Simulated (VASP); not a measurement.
# Ag (Fm-3m) in VASP: settings compared

One crystal, Ag, is run at these levels: PBEsol, RPBE; tasks: relaxation of cell and atoms, single point.

Program: VASP 6.6.1. These are calculated values, not measurements. Logs are shortened: lines on timing, memory, paths and dates and some standing lists are left out, and cuts for length are marked.

## 1. Starting point

It takes space group Fm-3m (No. 225, cubic). Conventional cell: a = 4.135 Å, b = 4.135 Å, c = 4.135 Å, α = 90.00°, β = 90.00°, γ = 90.00°. Ag (site symmetry m-3m) is surrounded by 12 Ag at 2.92 Å.

## 2. Relaxation of cell and atoms, PBEsol

File INCAR:

```
SYSTEM = Ag
ALGO = Normal ; EDIFF = 1E-7
EDIFFG = -0.005 ; ENCUT = 600
GGA = PS ; IBRION = 2
ISIF = 3 ; ISMEAR = 0
LASPH = .True. ; LCHARG = .False.
LREAL = .False. ; LWAVE = .False.
NELM = 100 ; NSW = 90
PREC = Accurate ; SIGMA = 0.1
```

File KPOINTS:

```
k-points
0
Gamma
  6 6 6
  0 0 0
```

File POSCAR:

```
Ag
1.0
    0.0000000000      2.0675000000      2.0675000000
    2.0675000000      0.0000000000      2.0675000000
    2.0675000000      2.0675000000      0.0000000000
Ag
1
Direct
    0.0000000000      0.0000000000      0.0000000000
```

Potentials or basis: VASP PAW PBE potentials, release 64 (Ag).

The run is started by

```sh
cat potpaw_PBE.64/Ag/POTCAR > POTCAR
mpirun -np 1 vasp_std > vasp.out
```

OUTCAR:

```text
SYSTEM = Ag
   EDIFF = 1E-7
   EDIFFG = -0.005
   ENCUT = 600
   GGA = PS
   IBRION = 2
   ISIF = 3
   ISMEAR = 0
   LASPH = .True.
   LREAL = .False.
   NELM = 100
   NSW = 90
   PREC = Accurate

 ion  position               nearest neighbor table
   1  0.000  0.000  0.000-

  LATTYP: Found a face centered cubic cell.
 ALAT       =     4.1350000000

  Lattice vectors:

 A1 = (   0.0000000000,   2.0675000000,   2.0675000000)
 A2 = (   2.0675000000,   0.0000000000,   2.0675000000)
 A3 = (   2.0675000000,   2.0675000000,   0.0000000000)

Analysis of symmetry for initial positions (statically):
=====================================================================
 Subroutine PRICEL returns:
 Original cell was already a primitive cell.

 Routine SETGRP: Setting up the symmetry group for a
 face centered cubic supercell.

 Subroutine GETGRP returns: Found 48 space group operations
 (whereof 48 operations were pure point group operations)
 out of a pool of 48 trial point group operations.

The static configuration has the point symmetry O_h .

Analysis of symmetry for dynamics (positions and initial velocities):
=====================================================================
 Subroutine PRICEL returns:
 Original cell was already a primitive cell.

 Routine SETGRP: Setting up the symmetry group for a
 face centered cubic supercell.

 Subroutine GETGRP returns: Found 48 space group operations
 (whereof 48 operations were pure point group operations)
 out of a pool of 48 trial point group operations.

The dynamic configuration has the point symmetry O_h .

 Subroutine INISYM returns: Found 48 space group operations
 (whereof 48 operations are pure point group operations),
 and found     1 'primitive' translations

----------------------------------------------------------------------------------------

                                     Primitive cell

  volume of cell :      17.6753

  direct lattice vectors                    reciprocal lattice vectors
     0.000000000  2.067500000  2.067500000    -0.241837969  0.241837969  0.241837969
     2.067500000  0.000000000  2.067500000     0.241837969 -0.241837969  0.241837969
     2.067500000  2.067500000  0.000000000     0.241837969  0.241837969 -0.241837969

  length of vectors
     2.923886540  2.923886540  2.923886540     0.418875649  0.418875649  0.418875649

  position of ions in fractional coordinates (direct lattice)
     0.000000000  0.000000000  0.000000000

  ion indices of the primitive-cell ions
   primitive index   ion index
                 1           1

----------------------------------------------------------------------------------------

 KPOINTS: k-points

Automatic generation of k-mesh.
 Grid dimensions read from file:
 generate k-points for:    6    6    6

 Generating k-lattice:

  Cartesian coordinates                     Fractional coordinates (reciprocal lattice)
    -0.040306328  0.040306328  0.040306328     0.166666667  0.000000000  0.000000000
     0.040306328 -0.040306328  0.040306328     0.000000000  0.166666667  0.000000000
     0.040306328  0.040306328 -0.040306328     0.000000000  0.000000000  0.166666667

  Length of vectors
     0.069812608  0.069812608  0.069812608

  Shift w.r.t. Gamma in fractional coordinates (k-lattice)
     0.000000000  0.000000000  0.000000000

 Subroutine IBZKPT returns following result:
 ===========================================

 Found     16 irreducible k-points:

 Following reciprocal coordinates:
            Coordinates               Weight
  0.000000  0.000000  0.000000      1.000000
  0.166667  0.000000  0.000000      8.000000
  0.333333  0.000000  0.000000      8.000000
  0.500000  0.000000  0.000000      4.000000
  0.166667  0.166667  0.000000      6.000000
  0.333333  0.166667  0.000000     24.000000
[... 8 lines left out ...]
 -0.333333  0.333333  0.166667     24.000000
 -0.333333  0.500000  0.166667     12.000000
   k-points           NKPTS =     16   k-points in BZ     NKDIM =     16   number of bands    NBANDS=      9
   number of dos      NEDOS =    301   number of ions     NIONS =      1
   total plane-waves  NPLWV =  13824
   dimension x,y,z NGX =    24 NGY =   24 NGZ =   24
   dimension x,y,z NGXF=    48 NGYF=   48 NGZF=   48
   ions per type =               1
   NGX,Y,Z   is equivalent  to a cutoff of  13.65, 13.65, 13.65 a.u.
   NGXF,Y,Z  is equivalent  to a cutoff of  27.29, 27.29, 27.29 a.u.
 SYSTEM =  Ag
   PREC   = accura    normal or accurate (medium, high low for compatibility)
   ISTART =      0    job   : 0-new  1-cont  2-samecut
   ICHARG =      2    charge: 1-file 2-atom 10-const
   ISPIN  =      1    spin polarized calculation?
   LNONCOLLINEAR =      F non collinear calculations
   LSORBIT =      F    spin-orbit coupling
   LASPH  =      T    aspherical Exc in radial PAW
   ENCUT  =  600.0 eV  44.10 Ry    6.64 a.u.   5.84  5.84  5.84*2*pi/ulx,y,z
   NELM   =    100;   NELMIN=  2; NELMDL= -5     # of ELM steps
   EDIFF  = 0.1E-06   stopping-criterion for ELM
   LREAL  =      F    real-space projection
   EDIFFG = -.5E-02   stopping-criterion for IOM
   NSW    =     90    number of steps for IOM
   IBRION =      2    ionic relax: 0-MD 1-quasi-New 2-CG
   NFREE  =      1    steps in history (QN), initial steepest desc. (CG)
   ISIF   =      3    stress and relaxation
   ISYM   =      2    0-nonsym 1-usesym 2-fastsym
   POTIM  = 0.5000    time-step for ionic-motion
   TEBEG  =    0.0;   TEEND  =   0.0 temperature during run
   PSTRESS=    0.0 pullay stress
   NELECT =      11.0000    total number of electrons
   NUPDOWN=      -1.0000    fix difference up-down
   EMIN   =  10.00;   EMAX   =-10.00  energy-range for DOS
   EFERMI =   0.00;   METHOD = LEGACY
   ISMEAR =     0;   SIGMA  =   0.10  broadening in eV -4-tet -1-fermi 0-gaus
   EFERMI_NEDOS =   21; number of points for ismear=-14 and -15
   IALGO  =     38    algorithm
   IMIX   =      4    mixing-type and parameters
     AMIX     =   0.40;   BMIX     =  1.00
     AMIX_MAG =   1.60;   BMIX_MAG =  1.00
  volume/ion in A,a.u.               =      17.68       119.28
  Fermi-wavevector in a.u.,A,eV,Ry     =   1.397709  2.641288 26.580226  1.953591
  Thomas-Fermi vector in A             =   2.520939
   LORBIT       =      0    0 simple, 1 ext, 2 COOP (PROOUT), +10 PAW based schemes
   GGA     = PS    functional components
   LHFCALC =     F    Hartree Fock is set to
   AEXX    =    0.0000 exact exchange contribution
   IVDW    =     0    specifies the selected vdW correction
   LEPSILON=     F    determine dielectric tensor
   LRPA    =     F    only Hartree local field effects (RPA)
 conjugate gradient relaxation of ions
 non-spin polarized calculation
 Gauss-broadening in eV      SIGMA  =   0.10
  energy-cutoff  :      600.00
  volume of cell :       17.68
 maximum number of plane-waves:       609
   NGX = 11   NGY = 11   NGZ = 11

--------------------------------------- Ionic step        1  -------------------------------------------

 number of electron      10.9999999 magnetization

 Free energy of the ion-electron system (eV)
  ---------------------------------------------------
  ext. energy  EPLUGINS =         0.00000000
  ---------------------------------------------------
  free energy    TOTEN  =        -3.22331522 eV

  energy without entropy =       -3.21725171  energy(sigma->0) =       -3.22028346

------------------------ aborting loop because EDIFF is reached ----------------------------------------

  FORCE on cell =-STRESS in cart. coord.  units (eV):
  Direction    XX          YY          ZZ          XY          YZ          ZX
  --------------------------------------------------------------------------------------
  -------------------------------------------------------------------------------------
  Total       -0.6024018     -0.6024018     -0.6024018      0.0000000     -0.0000000      0.0000000
  in kB      -54.6047356    -54.6047356    -54.6047356      0.0000000     -0.0000000      0.0000000
  external PRESSURE =     -54.6047356 kB  Pullay stress =       0.0000000 kB

 VOLUME and BASIS-vectors are now :
 -----------------------------------------------------------------------------
  energy-cutoff  :      600.00
  volume of cell :       17.68
      direct lattice vectors                 reciprocal lattice vectors
     0.000000000  2.067500000  2.067500000    -0.241837969  0.241837969  0.241837969
     2.067500000  0.000000000  2.067500000     0.241837969 -0.241837969  0.241837969
     2.067500000  2.067500000  0.000000000     0.241837969  0.241837969 -0.241837969
[... 36 lines left out ...]
 POSITION                                       TOTAL-FORCE (eV/Angst)
 -----------------------------------------------------------------------------------
      4.01483      2.00742      2.00742        -0.000000      0.000000     -0.000000
 -----------------------------------------------------------------------------------
    total drift:                                0.000000      0.000000      0.000000

  FREE ENERGIE OF THE ION-ELECTRON SYSTEM (eV)
  ---------------------------------------------------
  free  energy   TOTEN  =        -3.2325705368 eV

  energy  without entropy=       -3.2266120486  energy(sigma->0) =       -3.22959129

--------------------------------------- Ionic step        3  -------------------------------------------

 number of electron      11.0000000 magnetization

 Free energy of the ion-electron system (eV)
  ---------------------------------------------------
  ext. energy  EPLUGINS =         0.00000000
  ---------------------------------------------------
  free energy    TOTEN  =        -3.24020784 eV

  energy without entropy =       -3.23424932  energy(sigma->0) =       -3.23722858

 E-fermi :   8.3089     XC(G=0): -12.5197

 val. band max:        8.2863814041   @ k =   0.5000   0.3333   0.1667
 cond. band min:       9.0503970658   @ k =   0.5000   0.1667   0.0000
 fundamental gap:      0.7640156616
 Fermi energy:         8.3089127068

 k-point     1 :       0.0000    0.0000    0.0000
  band No.  band energies     occupation
      1       0.5190      2.00000
      2       3.6475      2.00000
      3       3.6475      2.00000
      4       3.6475      2.00000
      5       4.7286      2.00000
      6       4.7286      2.00000
      7      24.5057      0.00000
      8      28.1860      0.00000
      9      28.1860      0.00000

 k-point     2 :       0.1667    0.0000    0.0000
  band No.  band energies     occupation
      1       1.3287      2.00000
      2       3.5335      2.00000
      3       3.8296      2.00000
      4       3.8296      2.00000
      5       4.6991      2.00000
      6       4.6991      2.00000
      7      22.8797      0.00000
      8      25.4341      0.00000
      9      28.4607      0.00000
[... 188 lines left out ...]
 POSITION                                       TOTAL-FORCE (eV/Angst)
 -----------------------------------------------------------------------------------
      0.00000      0.00000      0.00000        -0.000000      0.000000      0.000000
 -----------------------------------------------------------------------------------
    total drift:                               -0.000000      0.000000     -0.000000

  FREE ENERGIE OF THE ION-ELECTRON SYSTEM (eV)
  ---------------------------------------------------
  free  energy   TOTEN  =        -3.2402078373 eV

  energy  without entropy=       -3.2342493200  energy(sigma->0) =       -3.23722858

 reached required accuracy - stopping structural energy minimisation
```

It took 7 s on 1 thread of Intel Xeon 6975P-C (Granite Rapids), shared host; peak memory 0.14 GiB.

Results:

```
Free energy                            : -3.2402 eV
Relaxed volume                         : 16.75 Å³/atom
Relaxed cell                           : a = 2.872 Å, b = 2.872 Å, c = 2.872 Å, α = 60.00°, β = 60.00°, γ = 60.00°
Space group after relaxing (to 0.05 Å) : Fm-3m (No. 225)
Energy gained by relaxing              : 16.9 meV/atom
Ionic steps                            : 3
Pressure after relaxing                : 0.0 GPa
Band gap on the k mesh                 : none (metal or under the smearing width)
```

The path:
```tsv
step	energy change (eV)	largest force (eV/Å)	pressure (GPa)	volume (Å³)
1	0.0000	0.0000	-5.46	17.68
2	-0.0093	0.0000	4.50	16.18
3	-0.0169	0.0000	-0.01	16.75
```

Final structure:
```yaml
crystal:
  lattice:
    - [0.00000, 2.03065, 2.03065]
    - [2.03065, 0.00000, 2.03065]
    - [2.03065, 2.03065, 0.00000]
  atoms:
    - { symbol: Ag, position: [0.00000, 0.00000, 0.00000] }
```

Caveat: the k mesh is coarse (spacing up to 0.44 Å⁻¹), so the values aren't converged; the PAW data sets were made with another functional, which shifts forces and pressure a little.

## 3. Single point, PBEsol

File INCAR:

```
SYSTEM = Ag
ALGO = Normal ; EDIFF = 1E-6
ENCUT = 520 ; GGA = PS
ISIF = 2 ; ISMEAR = 0
LASPH = .True. ; LCHARG = .False.
LREAL = .False. ; LWAVE = .False.
NBANDS = 12 ; NELM = 100
PREC = Accurate ; SIGMA = 0.1
```

File KPOINTS:

```
k-points
0
Gamma
  18 18 18
  0 0 0
```

POSCAR is that of step 2.

Potentials or basis: VASP PAW PBE potentials, release 64 (Ag).

The run is started by

```sh
cat potpaw_PBE.64/Ag/POTCAR > POTCAR
mpirun -np 1 vasp_std > vasp.out
```

Wall time 17 s (1 thread of Intel Xeon 6975P-C (Granite Rapids), shared host); peak memory 0.17 GiB.

It converged, with:

```yaml
Free_energy: -3.2914 eV
Pressure: -6.1 GPa
Band_gap_on_the_k_mesh: none (metal or under the smearing width)
```

Levels at points of the mesh, in eV from the Fermi level:
| k point | band 4 | band 5 | band 6 | band 7 | band 8 | band 9 |
| --- | --- | --- | --- | --- | --- | --- |
| (0.00, 0.00, 0.00) | -4.58 | -3.60 | -3.60 | 15.96 | 19.32 | 19.32 |
| (0.50, 0.00, 0.00) | -2.85 | -2.85 | -0.30 | 3.45 | 15.19 | 17.50 |
| (0.50, 0.50, 0.00) | -2.65 | -2.65 | 1.64 | 6.50 | 10.48 | 10.48 |

Caveat: the PAW data sets were made with another functional, which shifts forces and pressure a little.

## 4. Relaxation of cell and atoms, PBEsol

File INCAR:

```
SYSTEM = Ag
ALGO = Normal ; EDIFF = 1E-7
EDIFFG = -0.005 ; ENCUT = 580
GGA = PS ; IBRION = 2
ISIF = 3 ; ISMEAR = 0
LASPH = .True. ; LCHARG = .False.
LREAL = .False. ; LWAVE = .False.
NELM = 100 ; NSW = 90
PREC = Accurate ; SIGMA = 0.1
```

KPOINTS is that of step 3.

POSCAR is that of step 3.

The run is started by

```sh
cat potpaw_PBE.64/Ag/POTCAR > POTCAR
mpirun -np 1 vasp_std > vasp.out
```

Run time: 28 s. Hardware: 1 thread of Intel Xeon 6975P-C (Granite Rapids), shared host; peak memory 0.17 GiB.

Results (log left out):

```yaml
Free_energy: -3.3130 eV
Relaxed_volume: 16.63 Å³/atom
Relaxed_cell: a = 2.865 Å, b = 2.865 Å, c = 2.865 Å, α = 60.00°, β = 60.00°, γ = 60.00°
Space_group_after_relaxing_to_0.05_Å: Fm-3m (No. 225)
Energy_gained_by_relaxing: 21.6 meV/atom
Ionic_steps: 3
Pressure_after_relaxing: 0.0 GPa
Band_gap_on_the_k_mesh: none (metal or under the smearing width)
```

Step by step:
| step | energy change (eV) | largest force (eV/Å) | pressure (GPa) | volume (Å³) |
| --- | --- | --- | --- | --- |
| 1 | 0.0000 | 0.0000 | -6.16 | 17.68 |
| 2 | -0.0117 | 0.0000 | 5.23 | 15.99 |
| 3 | -0.0216 | 0.0000 | -0.02 | 16.63 |

Final structure:
```
CELL_PARAMETERS angstrom
0.00000 2.02599 2.02599
2.02599 0.00000 2.02599
2.02599 2.02599 0.00000
ATOMIC_POSITIONS crystal
Ag 0.00000 0.00000 0.00000
```

Levels at points of the mesh, in eV from the Fermi level:
| k point | band 2 | band 3 | band 4 | band 5 | band 6 | band 7 | band 8 | band 9 |
| --- | --- | --- | --- | --- | --- | --- | --- | --- |
| (0.00, 0.00, 0.00) | -4.81 | -4.81 | -4.81 | -3.72 | -3.72 | 16.09 | 19.81 | 19.81 |
| (0.50, 0.00, 0.00) | -4.84 | -4.84 | -2.88 | -2.88 | -0.48 | 3.77 | 15.32 | 18.12 |
| (0.50, 0.50, 0.00) | -6.39 | -2.92 | -2.67 | -2.67 | 1.57 | 6.96 | 10.78 | 10.78 |

Caveat: the PAW data sets were made with another functional, which shifts forces and pressure a little.

(Part 1 of 2 ends here.)
